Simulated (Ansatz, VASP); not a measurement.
## InSb3 in VASP and in Ansatz

```
Sb In
1.0
     4.80637    0.02403    0.00000
     0.02403    4.80637    0.00000
     0.00000    0.00000    4.80637
Sb In
3 1
Direct
  0.50000 0.50000 0.00000
  0.00000 0.50000 0.50000
  0.50000 0.00000 0.50000
  0.00000 0.00000 0.00000
```

The cell comes from a database or a generator and needn't be the stable form of this composition.

Alike in both runs: functional PBEsol; k mesh 5 × 5 × 5; occupations fermi-dirac, width 0.05 eV; no spin polarisation.

|  | VASP | Ansatz |
| --- | --- | --- |
| version | VASP 6.6.1 | Ansatz 0.2.0 |
| potentials or method | VASP PAW PBE potentials, release 64 (Sb, In_d) | Ansatz PAW |
| plane-wave cutoff (eV) | 520 | 420 |
| valence electrons in the cell | 28 | 58 |
| task | single point | band structure |

```tsv
	VASP	Ansatz	Ansatz less VASP
gap on the k mesh at the Fermi level (eV)	none	none	-
pressure (GPa)	-2.5	-2.5	+0.02
largest component of the traceless stress (GPa)	0.06	0.06	+0.001
```

A gap of «none» marks a metal or a gap that the smearing closes. With one functional, cell and mesh, what is left measures potentials, basis and numerics. The two sets of potentials don't hold the same shells in valence.

Caveats: the PAW data sets were made with another functional, which shifts forces and pressure a little (VASP); spin-orbit coupling is left out, which moves the levels of the heavy elements (Ansatz); the PAW data sets come from PBE, with cores solved anew for the run's functional, which leaves a small shift of forces and pressure (Ansatz). The runs have no spin-orbit coupling, so splittings on Sb are missing.
